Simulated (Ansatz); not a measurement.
# Sn (P-1) in Ansatz: convergence with scf convergence dr2 threshold

Aim: find how far scf convergence dr2 threshold must go before the results for Sn settle, at PBE. This setting moves, with any that are tied to it; all else stays.

All numbers are computed with Ansatz 0.2.0; they aren't measurements. Logs are shortened: lines on timing, memory, paths and dates and some standing lists are left out, and cuts for length are marked.

### 1 The cell of the first run

The typed cell holds 1 atom: a = 3.277 Å, b = 3.347 Å, c = 3.267 Å, α = 105.06°, β = 102.30°, γ = 119.93°.

This isn't the form of Sn at room conditions, which is tetragonal (white tin).

The cell isn't the ideal one: cell strained at random at fixed volume.

### 2 With scf convergence dr2 threshold 0.01

input.yaml

```yaml
crystal:
  lattice:
    - [-1.969227, 2.056227, 1.622007]
    - [2.044546, -2.0389, 1.692864]
    - [1.978548, 2.048221, -1.600837]
  atoms:
    - { symbol: Sn, position: [0.008151, 0.001132, -0.000622] }
hamiltonian:
  xc: pbe
  pseudopotentials: { kind: nc, accuracy: standard }
kpoints:
  mp_grid: { grid: [7, 7, 7] }
scf:
  occupations: { method: cold, width: 0.05 }
  convergence: { dr2_threshold: 0.01 }
output:
  forces: true
  stress: true
  eigenvalues: true
```

Potentials or basis: PseudoDojo standard (PBE files).

Command:

```sh
$ ansatz run input.yaml --threads 2 --pin off --max-ram 5632MiB --backend cpu --events-out ev --progress --plain --runs-dir out
```

Wall time 4.7 s (2 threads of Arm Neoverse V1, shared host); peak memory 0.39 GiB.

Results:

| Item | Value |
| --- | --- |
| Free energy | -2145.2137 eV |
| Pressure | 1.7 GPa |
| Band gap on the k mesh | none (metal or under the smearing width) |

### 3 With scf convergence dr2 threshold 0.001

input.yaml: that of step 2 with these lines changed.

```diff
@@ -14,3 +14,3 @@
   occupations: { method: cold, width: 0.05 }
-  convergence: { dr2_threshold: 0.01 }
+  convergence: { dr2_threshold: 0.001 }
 output:
```

Potentials or basis: PseudoDojo standard (PBE files).

Command:

```sh
$ ansatz run input.yaml --threads 2 --pin off --max-ram 5632MiB --backend cpu --events-out ev --progress --plain --runs-dir out
```

Wall time 4.7 s (2 threads of Arm Neoverse V1, shared host); peak memory 0.38 GiB.

What came out:

```
Free energy            : -2145.2137 eV
Pressure               : 1.7 GPa
Band gap on the k mesh : none (metal or under the smearing width)
```

### 4 With scf convergence dr2 threshold 0.0001

input.yaml: that of step 3 with these lines changed.

```diff
@@ -14,3 +14,3 @@
   occupations: { method: cold, width: 0.05 }
-  convergence: { dr2_threshold: 0.001 }
+  convergence: { dr2_threshold: 0.0001 }
 output:
```

Command:

```sh
$ ansatz run input.yaml --threads 2 --pin off --max-ram 5632MiB --backend cpu --events-out ev --progress --plain --runs-dir out
```

It took 4.6 s on 2 threads of Arm Neoverse V1, shared host; peak memory 0.38 GiB.

Results:

- Free energy: -2145.2137 eV
- Pressure: 1.7 GPa
- Band gap on the k mesh: none (metal or under the smearing width)

### 5 With scf convergence dr2 threshold 1e-05

input.yaml: that of step 4 with these lines changed.

```diff
@@ -14,3 +14,3 @@
   occupations: { method: cold, width: 0.05 }
-  convergence: { dr2_threshold: 0.0001 }
+  convergence: { dr2_threshold: 1.0e-05 }
 output:
```

Command:

```sh
$ ansatz run input.yaml --threads 2 --pin off --max-ram 5632MiB --backend cpu --events-out ev --progress --plain --runs-dir out
```

It took 5.1 s on 2 threads of Arm Neoverse V1, shared host; peak memory 0.38 GiB.

What came out:

```
Free energy            : -2145.2137 eV
Pressure               : 1.7 GPa
Band gap on the k mesh : none (metal or under the smearing width)
```

### 6 With scf convergence dr2 threshold 1e-06

input.yaml: that of step 5 with these lines changed.

```diff
@@ -14,3 +14,3 @@
   occupations: { method: cold, width: 0.05 }
-  convergence: { dr2_threshold: 1.0e-05 }
+  convergence: { dr2_threshold: 1.0e-06 }
 output:
```

Potentials or basis: PseudoDojo standard (PBE files).

Command:

```sh
$ ansatz run input.yaml --threads 2 --pin off --max-ram 5632MiB --backend cpu --events-out ev --progress --plain --runs-dir out
```

Wall time 5.4 s (2 threads of Arm Neoverse V1, shared host); peak memory 0.39 GiB.

The run converged. Its results:

```yaml
Free_energy: -2145.2137 eV
Pressure: 1.7 GPa
Band_gap_on_the_k_mesh: none (metal or under the smearing width)
```

### 7 With scf convergence dr2 threshold 1e-07

input.yaml: that of step 6 with these lines changed.

```diff
@@ -14,3 +14,3 @@
   occupations: { method: cold, width: 0.05 }
-  convergence: { dr2_threshold: 1.0e-06 }
+  convergence: { dr2_threshold: 1.0e-07 }
 output:
```

Command:

```sh
$ ansatz run input.yaml --threads 2 --pin off --max-ram 5632MiB --backend cpu --events-out ev --progress --plain --runs-dir out
```

It took 4.5 s on 2 threads of Arm Neoverse V1, shared host; peak memory 0.38 GiB.

The run converged. Its results:

```yaml
Free_energy: -2145.2137 eV
Pressure: 1.7 GPa
Band_gap_on_the_k_mesh: none (metal or under the smearing width)
```

### 8 With scf convergence dr2 threshold 1e-09

input.yaml: that of step 7 with these lines changed.

```diff
@@ -14,3 +14,3 @@
   occupations: { method: cold, width: 0.05 }
-  convergence: { dr2_threshold: 1.0e-07 }
+  convergence: { dr2_threshold: 1.0e-09 }
 output:
```

Command:

```sh
$ ansatz run input.yaml --threads 2 --pin off --max-ram 5632MiB --backend cpu --events-out ev --progress --plain --runs-dir out
```

It took 4.9 s on 2 threads of Arm Neoverse V1, shared host; peak memory 0.38 GiB.

It converged, with:

- Free energy: -2145.2137 eV
- Pressure: 1.7 GPa
- Band gap on the k mesh: none (metal or under the smearing width)

### 9 With scf convergence dr2 threshold 1e-11

input.yaml: that of step 8 with these lines changed.

```diff
@@ -14,3 +14,3 @@
   occupations: { method: cold, width: 0.05 }
-  convergence: { dr2_threshold: 1.0e-09 }
+  convergence: { dr2_threshold: 1.0e-11 }
 output:
```

Potentials or basis: PseudoDojo standard (PBE files).

Command:

```sh
$ ansatz run input.yaml --threads 2 --pin off --max-ram 5632MiB --backend cpu --events-out ev --progress --plain --runs-dir out
```

Log:

```text
Warning: RAYON_NUM_THREADS=2 ignored (pool sized by the plan → 2); use --threads N
Engine: ansatz 0.2.0, aarch64-unknown-linux-gnu
Pseudopotentials: kind: nc
Pseudopotential: Sn, nc, valence charge 14, recommended cutoff 979.609905 eV (normal), Sn.nc.azcp (PseudoDojo's, or run here from an input of PseudoDojo's; its table is named by hamiltonian.pseudopotentials.accuracy)
Functional definition: PBE
  parameter kappa = 0.804
  parameter beta = 0.06672455060314922
  exchange = pbe_x(kappa = kappa, mu = beta*pi^2/3)
  correlation = pbe_c(beta = beta)
Crystal: 1 atoms, lattice volume = 27.353 Å³
Basis set: ecut = 979.609905 eV, 1915 PW (Γ), exchange–correlation on 72×72×72 points (8 copies of the dense FFT grid, shifted against one another)
Bands: 11, of which v1, the nominal top of the filled ones, is band 7 counted from 1 (6 counted from 0)
Symmetry: 2 space group operations
Space group: P-1 (ITA 2), of the structure as read, at distance tolerance 3.0e-5 Å
k-points: 172 of 343
Non-local potential: Sn, projectors of the file, l = 0: 2, l = 1: 2, l = 2: 2, l = 3: 2
Initial density: superposition of atomic densities (chi_scale 0.1, normalization cell)
Initial wavefunctions: pseudopotential atomic-orbital guess
Functional: x = pbe(κ = 0.804, μ = 0.2195149727645171), c = pbe(β = 0.06672455060314922)
SCF iter   1: F=—  HF=-2145.224944 eV  |F-HF|=—  |Δ(HF+E_count)|=         —  Δρ=1.01e-2  dr2=3.68e-2  ethr=3.10e-3  ⟨swp⟩=4.8  Hψ=11608  notcnv=0
preconditioner: auto → none  [metal: Δε(μ)=0.033 eV  Ē_g=22.923 eV  σ=0.050 eV  W_gap=0.47  n_scr=8 (ndim 8)  ℏωp=26.6 eV  f_vac=0.000  D(μ)=1.09/eV (n_scr^D=12)  sad-step TF]
SCF iter   2: F=—  HF=-2145.217428 eV  |F-HF|=—  |Δ(HF+E_count)|=   7.52e-3  S|Δr|=    0.00e0  Δρ=6.45e-3  dr2=1.48e-2  ethr=2.63e-4  ⟨swp⟩=1.9  Hψ=3595  notcnv=0  defer=13
SCF iter   3: F=—  HF=-2145.213662 eV  |F-HF|=—  |Δ(HF+E_count)|=   3.77e-3  S|Δr|=    0.00e0  Δρ=6.25e-4  dr2=7.49e-5  ethr=1.06e-4  ⟨swp⟩=3.0  Hψ=3708  notcnv=0  defer=16
SCF iter   4: F=—  HF=-2145.213657 eV  |F-HF|=—  |Δ(HF+E_count)|=   4.42e-6  S|Δr|=    0.00e0  Δρ=5.74e-5  dr2=3.11e-7  ethr=5.35e-7  ⟨swp⟩=2.6  Hψ=2892  notcnv=0  defer=16
SCF iter   5: F=—  HF=-2145.213660 eV  |F-HF|=—  |Δ(HF+E_count)|=   3.17e-6  S|Δr|=    0.00e0  Δρ=1.11e-5  dr2=1.38e-8  ethr=2.22e-9  ⟨swp⟩=2.2  Hψ=2925  notcnv=0  defer=18
SCF iter   6: F=—  HF=-2145.213660 eV  |F-HF|=—  |Δ(HF+E_count)|=   1.58e-9  S|Δr|=    0.00e0  Δρ=1.05e-6  dr2=1.35e-10  ethr=9.87e-11  ⟨swp⟩=2.7  Hψ=3089  notcnv=0  defer=19
SCF iter   7: F=-2145.213660 eV  HF=-2145.213660 eV  |F-HF|=0.00e0  |Δ(HF+E_count)|=  6.14e-11  S|Δr|=    0.00e0  Δρ=7.00e-8  dr2=1.09e-12  ethr=1.00e-12  ⟨swp⟩=6.0  Hψ=7993  notcnv=0
SCF 1 converged in 7 iterations: F = -2145.213660 eV  dr2 = 1.09e-12
SCF converged after 7 iterations
Stability not checked: this state was not tested for a lower state beside it, because cold or Methfessel-Paxton smearing, or corrected tetrahedra, fill the levels in a way that the test cannot read (fill_not_monotonic; see scf.lower_state_search)
Free energy (F): -2145.213660 eV
Harris-Foulkes:  -2145.213660 eV  (|F-HF|=0.00e0)
Internal energy: -2145.213584 eV  (E = F + TS)
E sigma→0 (E₀):  -2145.213635 eV
Entropy (-TS):   -0.000076 eV (-0.076 meV/atom)
Fermi energy:    11.103399 eV
--- Per-component energies (eV) ---
  E_band       = -78.080104
  E_kinetic    = 1277.356394
  E_local      = -863.007620  (includes V_loc(G=0)·N_el)
  E_nonlocal   = -1066.814961
  E_hartree    = 458.164384
  E_xc         = -600.616901
  E_vxc        = -341.942679  (∫ρ·V_xc dr)
  E_ewald      = -1350.294880
  E_smearing   = -0.000076  (= −TS)
  E_closure    = 0.000000  (closes the sum)
  Σ components = -2145.213660   (vs F -2145.213660, Δ=0.00e0)
--- Forces (eV/Å), atoms counted from 1 ---
  atom   1  Sn     0.00000000     0.00000000     0.00000000
  max |Σ_I F_I| component: 0.00e0 eV/Å
--- Stress (GPa, compression-positive) ---
        1.585257      -0.191939      -1.203250
       -0.191939       0.545678      -0.303790
       -1.203250      -0.303790       2.830596
  P = ⅓ Tr σ = 1.6538 GPa (16.538 kbar)
--- Band table (eV; the first three rows and the last of 172) ---
  k-point 0: bands = ["-10.5303", "-10.4667", "-10.4509", "-10.4330", "-10.3346", "-0.0048", "17.6983", "17.8448", "20.2542", "21.2447", "22.3972"]
  k-point 1: bands = ["-10.5097", "-10.4689", "-10.4490", "-10.4173", "-10.3431", "0.3753", "14.4183", "18.0919", "19.2807", "22.0778", "22.5971"]
  k-point 2: bands = ["-10.4862", "-10.4719", "-10.4501", "-10.3657", "-10.3525", "1.5059", "10.3221", "17.7970", "18.6810", "21.7455", "22.0429"]
  k-point 171: bands = ["-10.4971", "-10.4729", "-10.3873", "-10.3727", "-10.3323", "2.7668", "10.9362", "12.8638", "14.7580", "21.6593", "23.4412"]
```

Run time: 5.2 s. Hardware: 2 threads of Arm Neoverse V1, shared host; peak memory 0.39 GiB.

What came out:

```
Free energy            : -2145.2137 eV
Pressure               : 1.7 GPa
Band gap on the k mesh : none (metal or under the smearing width)
```

### 10 Result

```tsv
scf convergence dr2 threshold	energy less the tightest run, at zero smearing (meV/atom)	SCF cycles	CPU time (s)	peak memory (GiB)
0.01	0.01	3	9.2	0.39
0.001	0.00	4	9.3	0.38
0.0001	0.00	4	9.1	0.38
1e-05	0.00	5	10	0.38
1e-06	0.00	5	11	0.39
1e-07	0.00	5	8.9	0.38
1e-09	0.00	6	9.6	0.38
1e-11	0.00	7	10	0.39
```

Against the tightest run, the energy stays within 1 meV/atom from 0.01 on. The tightest run that finished is the yardstick and may itself not be fully converged.
